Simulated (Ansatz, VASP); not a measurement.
**One calculation of CdF2, two programs**

INCAR

```
ALGO = Normal ; EDIFF = 1E-6
ENCUT = 520 ; GGA = PS
ISIF = 2 ; ISMEAR = -1
LASPH = T ; LCHARG = T
LELF = T ; LREAL = F
LVHAR = T ; LWAVE = F
NBANDS = 20 ; NELM = 60
PREC = Accurate ; SIGMA = 0.05
```

File KPOINTS:

```
k-points
0
Gamma
  7 7 7
```

Contents of POSCAR:

```
CdF2
1.0
    0.0000000000      2.8017600000      2.6940000000
    2.8017600000      0.0000000000      2.6940000000
    2.8017600000      2.8017600000      0.0000000000
Cd F
1 2
Direct
    0.0000000000      0.0000000000      0.0000000000
    0.7500000000      0.7500000000      0.7500000000
    0.2500000000      0.2500000000      0.2500000000
```

File input.yaml:

```yaml
crystal:
  lattice:
    - [0.0, 2.80176, 2.694]
    - [2.80176, 0.0, 2.694]
    - [2.80176, 2.80176, 0.0]
  atoms:
    - { symbol: Cd, position: [0.0, 0.0, 0.0] }
    - { symbol: F, position: [0.75, 0.75, 0.75] }
    - { symbol: F, position: [0.25, 0.25, 0.25] }
hamiltonian:
  xc: pbesol
  pseudopotentials: { kind: paw }
kpoints:
  mp_grid: { grid: [7, 7, 7] }
scf:
  occupations: { method: fermi_dirac, width: 0.05 }
output:
  forces: true
  stress: true
  eigenvalues: true
```

Alike in both runs: task single point; functional PBEsol; k mesh 7 × 7 × 7; occupations fermi-dirac, width 0.05 eV; no spin polarisation.

```csv
,VASP,Ansatz
version,VASP 6.6.1,Ansatz 0.2.0
potentials or method,"VASP PAW PBE potentials, release 64 (Cd, F)",Ansatz PAW
plane-wave cutoff (eV),520,420
valence electrons in the cell,26,34
```

```csv
,VASP,Ansatz,Ansatz less VASP
gap on the k mesh at the Fermi level (eV),2.61,2.64,+0.029
least direct gap on the mesh (eV),3.17,3.20,+0.027
pressure (GPa),-6.7,-7.2,-0.46
largest component of the traceless stress (GPa),2.71,2.75,+0.043
```

The two sets of potentials don't hold the same shells in valence.

Caveats: the PAW data sets were made with another functional, which shifts forces and pressure a little (VASP); an odd mesh through Γ misses points on the zone boundary, where band edges often lie (VASP); odd divisions of the mesh miss points on the zone boundary, where band edges often lie, so the gap on the mesh can be too wide (Ansatz); the pressure holds a Pulay correction of +0.6 GPa for the finite cutoff (Ansatz); the PAW data sets come from PBE, with cores solved anew for the run's functional, which leaves a small shift of forces and pressure (Ansatz). A hybrid or GW would open this gap; PBEsol tends to underestimate it.
